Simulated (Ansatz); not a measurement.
# CdSe (CsCl type): the cost of one run

Computed with Ansatz 0.2.0 (DFT PBE, with the methods named in each step, unless a step's input says otherwise).

## (1) The structure to begin with

Symmetry: Pm-3m, No. 221, cubic system. Conventional cell: a = 3.556 Å, b = 3.556 Å, c = 3.556 Å, α = 90.00°, β = 90.00°, γ = 90.00°. Cd (site symmetry m-3m) is surrounded by 8 Se at 3.08 Å. Se (site symmetry m-3m) has 8 Cd at 3.08 Å as nearest neighbours.

Coordinates:

```cif
data_structure
_symmetry_space_group_name_H-M 'P 1'
_symmetry_Int_Tables_number 1
_cell_length_a 3.5562
_cell_length_b 3.5562
_cell_length_c 3.5562
_cell_angle_alpha 90.000
_cell_angle_beta 90.000
_cell_angle_gamma 90.000
_cell_volume 44.97
loop_
_atom_site_label
_atom_site_type_symbol
_atom_site_fract_x
_atom_site_fract_y
_atom_site_fract_z
_atom_site_occupancy
Cd1 Cd 0.00000 0.00000 0.00000 1
Se1 Se 0.50000 0.50000 0.50000 1
```

Whether this phase is the stable one at these pressures isn't tested.

Atoms are numbered in the order of the input: Cd1, Se2.

## (2) The reference volume, LAPW

Input file input.yaml:

```yaml
crystal:
  lattice:
    - [3.556172775, 0.0, 0.0]
    - [0.0, 3.556172775, 0.0]
    - [0.0, 0.0, 3.556172775]
  atoms:
    - { symbol: Cd, position: [0.0, 0.0, 0.0] }
    - { symbol: Se, position: [0.5, 0.5, 0.5] }
kpoints:
  mp_grid: { grid: [12, 12, 12] }
  band_path:
    path:
      - [0.0, 0.0, 0.0]
      - [0.0, 0.5, 0.0]
      - [0.5, 0.5, 0.0]
      - [0.0, 0.0, 0.0]
      - [0.5, 0.5, 0.5]
      - [0.0, 0.5, 0.0]
      - [0.5, 0.5, 0.5]
      - [0.5, 0.5, 0.0]
    npoints: 14
scf:
  occupations: { method: fermi_dirac, width: 0.05 }
hamiltonian:
  xc: pbe
  pseudopotentials: { kind: all_electron, lapw: { basis_error: 0.001 } }
output:
  forces: true
  stress: true
  eigenvalues: true
  populations: true
  dos: { projected: true, de: 0.2, e_range: [-14, 8] }
```

Started as:

```console
ansatz run input.yaml --threads 1 --pin off --max-ram 2048MiB --backend cpu --events-out ev --progress --plain --runs-dir out
```

**Question.** How long does this run take on 1 thread of Arm Neoverse V2, shared host, and how much memory does it need?

About 23 s, with a peak of 0.39 GiB.
